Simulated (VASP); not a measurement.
Wanted: the native input for a VASP 6.6.1 run.

- Task: relaxation of cell and atoms
- Functional: RPBE
- Dispersion: D3(BJ)
- Potentials or basis: VASP PAW PBE potentials, release 64 (Sn_d, O)
- Cutoff: 600 eV
- k mesh: 6 × 6 × 8
- Occupations: fermi-dirac, width 0.05 eV
- Spin: no spin polarisation
- Further INCAR settings: ALGO = Fast; EDIFF = 1e-07; IBRION = 2; EDIFFG = -0.005; NSW = 40; ISIF = 3

The structure of SnO2 (Cassiterite) lies in POSCAR:

```
SnO2
1.0
    4.7380000000      0.0000000000      0.0000000000
    0.0000000000      4.7380000000      0.0000000000
    0.0000000000      0.0000000000      3.1865000000
Sn O
2 4
Direct
    0.5000000000      0.5000000000      0.5000000000
    0.0000000000      0.0000000000      0.0000000000
    0.8071000000      0.1929000000      0.5000000000
    0.6929000000      0.6929000000      0.0000000000
    0.1929000000      0.8071000000      0.5000000000
    0.3071000000      0.3071000000      0.0000000000
```

One way to write it, as run:

INCAR

```
PREC     = Accurate       # precision mode
ENCUT    = 600            # plane-wave cutoff, eV
EDIFF    = 1E-7           # SCF threshold, eV
ISMEAR   = -1             # smearing method
SIGMA    = 0.05           # smearing width, eV
LREAL    = F              # projectors in reciprocal space
LASPH    = T              # aspherical terms in the spheres
NELM     = 80             # most SCF steps
ALGO     = Fast           # electronic algorithm
ISIF     = 3              # what is computed and relaxed
LWAVE    = F              # write WAVECAR
LCHARG   = F              # write CHGCAR
GGA      = RP             # functional
IVDW     = 12             # dispersion correction
IBRION   = 2              # ionic algorithm
NSW      = 40             # ionic steps
EDIFFG   = -0.005         # ionic threshold
```

KPOINTS

```
Automatic mesh
0
Gamma
  6 6 8
```

Potentials or basis: VASP PAW PBE potentials, release 64 (Sn_d, O).

Command:

```sh
$ cat potpaw_PBE.64/Sn_d/POTCAR potpaw_PBE.64/O/POTCAR > POTCAR
$ mpirun -np 1 vasp_std > vasp.out
```

Results of the run:

```json
{
 "Relaxed volume": "11.90 Å³/atom",
 "Relaxed cell": "a = 4.723 Å, b = 4.723 Å, c = 3.199 Å, α = 90.00°, β = 90.00°, γ = 90.00°",
 "Space group after relaxing (to 0.05 Å)": "P4_2/mnm (No. 136)",
 "Energy gained by relaxing": "1.7 meV/atom",
 "Ionic steps": "7",
 "Pressure after relaxing": "0.0 GPa",
 "Band gap on the k mesh": "1.33 eV, direct",
 "Dispersion energy per atom": "-0.909 eV"
}
```

Caveat: the PAW data sets were made with another functional, which shifts forces and pressure a little; spin-orbit coupling is left out, which moves the levels of the heavy elements.

Wall time 7.2 min on 1 thread of Intel(R) Xeon(R) Platinum 8488C (Sapphire Rapids), with other jobs on the host, peak memory 0.29 GiB.
